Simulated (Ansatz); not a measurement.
Structure: COD 1548819, as refined from experiment and not relaxed.

An input for VO₂: DFT, PBE, all-electron LAPW, scalar-relativistic (Ansatz 0.2.0).

```yaml
crystal:
  lattice:
    - [4.5546, 0.0, 0.0]
    - [0.0, 4.5546, 0.0]
    - [0.0, 0.0, 2.8528]
  atoms:
    - { symbol: V, position: [0.0, 0.0, 0.0], spin: 1.5 }
    - { symbol: V, position: [0.5, 0.5, 0.5], spin: 1.5 }
    - { symbol: O, position: [0.3001, 0.3001, 0.0] }
    - { symbol: O, position: [0.1999, 0.8001, 0.5] }
    - { symbol: O, position: [0.6999, 0.6999, 0.0] }
    - { symbol: O, position: [0.8001, 0.1999, 0.5] }
magnetization:
  spin_polarized: true
kpoints:
  mp_grid: { grid: [7, 7, 11] }
  band_path:
    path:
      - [0.0, 0.0, 0.0]
      - [0.0, 0.5, 0.0]
      - [0.5, 0.5, 0.0]
      - [0.0, 0.0, 0.0]
      - [0.0, 0.0, 0.5]
      - [0.0, 0.5, 0.5]
      - [0.5, 0.5, 0.5]
      - [0.0, 0.0, 0.5]
      - [0.0, 0.5, 0.0]
    npoints: 8
scf:
  occupations: { method: fermi_dirac, width: 0.08 }
hamiltonian:
  xc: pbe
  pseudopotentials: { kind: all_electron, lapw: { basis_error: 0.0005 } }
output:
  forces: true
  stress: true
  eigenvalues: true
  populations: true
  dos: { projected: true, de: 0.2, e_range: [-14, 8] }
```

Set-up and iterations as logged by Ansatz (the results part is left out, to be predicted):

```
V: projections on atomic orbitals take those of the free atom 1s2 2s2 2p6 3s2 3p6 3d3 4s2, of charge +0.00 (hamiltonian.pseudopotentials.projection_atoms)
O: projections on atomic orbitals take those of the free atom 1s2 2s2 2p4, of charge +0.00 (hamiltonian.pseudopotentials.projection_atoms)
LAPW: plane waves up to 11.024 Å⁻¹, error target 5.0e-4 eV per atom; small_component_spin mean_spin; O in spheres of 0.887 Å, 8 of its electrons in bands, Dirac shells []; V in spheres of 1.034 Å, 21 of its electrons in bands, Dirac shells []
Engine: ansatz 0.2.0
Pseudopotentials: kind: all_electron
Pseudopotential: V, LAPW, valence charge 21, Koelling and Harmon's equation, gaussian nucleus
Pseudopotential: O, LAPW, valence charge 8, Koelling and Harmon's equation, gaussian nucleus
Functional definition: PBE
  parameter kappa = 0.804
  parameter beta = 0.06672455060314922
  exchange = pbe_x(kappa = kappa, mu = beta*pi^2/3)
  correlation = pbe_c(beta = beta)
Crystal: 6 atoms, lattice volume = 59.180 Å³
Basis set: ecut = 462.9879127521344 eV, 1331 PW (Γ), exchange–correlation at level 2
Bands: 47, of which v1, the nominal top of the filled ones, is band 37 counted from 1 (36 counted from 0)
Symmetry: 16 space group operations
Space group: P42/mnm (ITA 136), of the structure as read, at distance tolerance 3.9e-5 Å
Magnetic group: BNS 136.495 (UNI 1155), of the structure as read, at distance tolerance 3.9e-5 Å
k-points: 60 of 539
Non-local potential: V, projectors of the file, none
Non-local potential: O, projectors of the file, none
Initial density: superposition of atomic densities (chi_scale 0.1, normalization cell, long waves kept (reshape's long-wave potential 0.00 eV rms))
Starting moments: Σ|m| = 3 μB on 2 of 6 sites
Initial wavefunctions: plane waves of lowest kinetic energy (no species holds an atomic orbital)
Functional: x = pbe(κ = 0.804, μ = 0.2195149727645171), c = pbe(β = 0.06672455060314922)
iter 1 solved again at ethr=1.63e-2 eV; its pass at ethr=1.00e-1 eV (dr2=1.21e1 eV) is discarded
SCF iter   1: F=—  HF=-59864.856972 eV  |F-HF|=—  |Δ(HF+E_count)|=         —  Δρ=7.75e-2 (↑7.75e-2 ↓6.84e-2)  dr2=1.21e1  dr2_m=1.35e-1  β_m=0.30  ethr=1.63e-2  ⟨swp⟩=2.0  Hψ=36428  notcnv=0
Mixer restart at iter 1: flushing history
SCF iter   2: F=—  HF=-59861.893167 eV  |F-HF|=—  |Δ(HF+E_count)|=    2.96e0  Δρ=3.02e-2 (↑2.91e-2 ↓3.02e-2)  dr2=1.86e0  dr2_m=4.51e-2  β_m=0.34  ethr=1.63e-2  ⟨swp⟩=2.0  Hψ=16699  notcnv=0
SCF iter   3: F=—  HF=-59861.840262 eV  |F-HF|=—  |Δ(HF+E_count)|=         —  Δρ=1.89e-2 (↑1.66e-2 ↓1.89e-2)  dr2=6.78e-1  dr2_m=1.49e-2  β_m=0.67  ethr=2.52e-3  ⟨swp⟩=2.0  Hψ=17986  notcnv=0
the basis was enlarged: its passes take 2.1 MiB over the memory plan, 2 of 2 planned eigensolver slots
iter 4 solved again at ethr=2.66e-5 eV; its pass at ethr=9.17e-4 eV (dr2=1.97e-2 eV) is discarded
SCF iter   4: F=—  HF=-59861.905487 eV  |F-HF|=—  |Δ(HF+E_count)|=   6.52e-2  Δρ=3.25e-3 (↑3.25e-3 ↓2.81e-3)  dr2=1.97e-2  dr2_m=8.43e-4  β_m=0.83  ethr=2.66e-5  ⟨swp⟩=2.0  Hψ=29172  notcnv=0
SCF iter   5: F=—  HF=-59861.924120 eV  |F-HF|=—  |Δ(HF+E_count)|=   1.86e-2  Δρ=8.27e-4 (↑8.27e-4 ↓8.09e-4)  dr2=2.18e-3  dr2_m=5.50e-6  β_m=0.79  ethr=2.66e-5  ⟨swp⟩=3.0  Hψ=17395  notcnv=0
SCF iter   6: F=—  HF=-59861.925101 eV  |F-HF|=—  |Δ(HF+E_count)|=   9.81e-4  Δρ=4.81e-4 (↑4.53e-4 ↓4.81e-4)  dr2=9.67e-4  dr2_m=1.10e-6  β_m=0.90  ethr=2.95e-6  ⟨swp⟩=2.5  Hψ=17064  notcnv=0
SCF iter   7: F=—  HF=-59861.925466 eV  |F-HF|=—  |Δ(HF+E_count)|=   3.65e-4  Δρ=2.26e-4 (↑2.17e-4 ↓2.26e-4)  dr2=2.02e-4  dr2_m=8.77e-7  β_m=0.95  ethr=1.31e-6  ⟨swp⟩=3.0  Hψ=17315  notcnv=0
SCF iter   8: F=—  HF=-59861.925588 eV  |F-HF|=—  |Δ(HF+E_count)|=   1.22e-4  Δρ=6.30e-5 (↑6.30e-5 ↓4.69e-5)  dr2=5.47e-6  dr2_m=1.17e-7  β_m=0.97  ethr=2.73e-7  ⟨swp⟩=3.0  Hψ=18420  notcnv=0
SCF iter   9: F=—  HF=-59861.925590 eV  |F-HF|=—  |Δ(HF+E_count)|=   1.49e-6  Δρ=1.85e-5 (↑1.81e-5 ↓1.85e-5)  dr2=8.27e-7  dr2_m=6.98e-9  β_m=0.99  ethr=7.39e-9  ⟨swp⟩=3.0  Hψ=17819  notcnv=0
SCF iter  10: F=—  HF=-59861.925590 eV  |F-HF|=—  |Δ(HF+E_count)|=   2.23e-7  Δρ=4.16e-6 (↑4.16e-6 ↓3.98e-6)  dr2=3.92e-8  dr2_m=2.96e-10  β_m=0.99  ethr=1.12e-9  ⟨swp⟩=2.9  Hψ=17330  notcnv=0
SCF iter  11: F=-59861.925590 eV  HF=-59861.925590 eV  |F-HF|=1.55e-8  |Δ(HF+E_count)|=   3.47e-8  Δρ=2.31e-6 (↑2.31e-6 ↓1.91e-6)  dr2=1.26e-8  dr2_m=3.24e-11  ethr=5.30e-11  ⟨swp⟩=3.0  Hψ=17779  notcnv=0
```

Semilocal functionals without U often leave such compounds metallic or with too small a gap, and the real magnetic order may differ.

Task: What pressure will this run report?

Result: 1.68 GPa (positive in compression).

Task: What moment will the cell end with?

Result: 1.99 μB.

Task: Is there a band gap?

Result: none: bands cross the Fermi level, a metal.
